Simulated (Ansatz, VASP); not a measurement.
MgO in VASP and in Ansatz

```
Mg O
1.0
     3.52132    0.00000    0.00000
    -1.76066    3.04955    0.00000
     0.00000    0.00000    4.23938
Mg O
2 2
Direct
  0.66667 0.33333 0.75000
  0.33333 0.66667 0.25000
  0.66667 0.33333 0.25000
  0.33333 0.66667 0.75000
```

Alike in both runs: functional PBE; k mesh 9 × 9 × 6; occupations gaussian, width 0.02 eV; no spin polarisation.

Ansatz relaxed the structure, and its values are those at the end. VASP's run is a single point on that final structure, the one shown.

```csv
,VASP,Ansatz
version,VASP 6.6.1,Ansatz 0.2.0
potentials or method,"VASP PAW PBE potentials, release 64 (Mg, O)","scalar-relativistic, plane waves, PAW"
plane-wave cutoff (eV),520,520
valence electrons in the cell,16,32
```

```tsv
	VASP	Ansatz	Ansatz less VASP
gap on the k mesh at the Fermi level (eV)	3.26	3.28	+0.021
least direct gap on the mesh (eV)	3.26	3.28	+0.021
pressure (GPa)	-0.6	0.0	+0.64
```

The two sets of potentials don't hold the same shells in valence.
